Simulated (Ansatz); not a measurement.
# AlP, space group F-43m: a breakdown of dispersion, smearing and cutoff terms

Program: Ansatz 0.2.0 through its Python package.

At the Python prompt:
```pycon
>>> import ansatz
>>> cell = (
...     ansatz.Lattice.from_parameters(3.854439, 3.854439, 3.854439, alpha=60.0, beta=60.0, gamma=60.0)
...     .atom("Al", (0.0, 0.0, 0.0))
...     .atom("P", (0.25, 0.25, 0.25))
... )
>>> calc = cell.calculation().kpoints(5, 5, 5).occupations("fixed")
>>> with_term = calc.functional("revpbe", dispersion="d3bjatm").basis(420).cutoff_correction(570).run().report

>>> without = calc.functional("revpbe").basis(420).run().report
>>> finer = calc.functional("revpbe").basis(570).run().report
>>> removed = ansatz.free_energy_without(with_term, ansatz.EnergyTerm.DISPERSION)
>>> print(f"dispersion term            {with_term['components']['e_disp']:.5f} eV")
dispersion term            -1.17369 eV
>>> print(f"F less dispersion          {removed:.5f} eV, run without it {without['free_energy_ev']:.5f} eV")
F less dispersion          -1298.85923 eV, run without it -1298.85923 eV
>>> print(f"F less smearing term       {ansatz.free_energy_without(without, ansatz.EnergyTerm.SMEARING):.5f} eV")
F less smearing term       -1298.85923 eV
>>> print(f"estimated gain to 570 eV   {with_term['cutoff_correction']['energy_ev']:.5f} eV, found {finer['free_energy_ev'] - without['free_energy_ev']:.5f} eV")
estimated gain to 570 eV   -0.00081 eV, found -0.00081 eV
```

Reading the output:
- Total energies depend on the potentials; only differences at equal settings carry meaning. A total without «per atom» is that of the cell as typed.
- Of the deposited cell: the entry's cell lengths or inner coordinates differ somewhat from later room-temperature determinations.
- The structure is a deposited one; some such entries were measured under pressure or heat, so a shift against it needn't be the functional's error alone.
- Timing: 2.2 s on 1 thread of Arm Neoverse V1, with other jobs on the host, peak memory 0.32 GiB.

(Lines on the test bed's own set-up are left out of the output.)
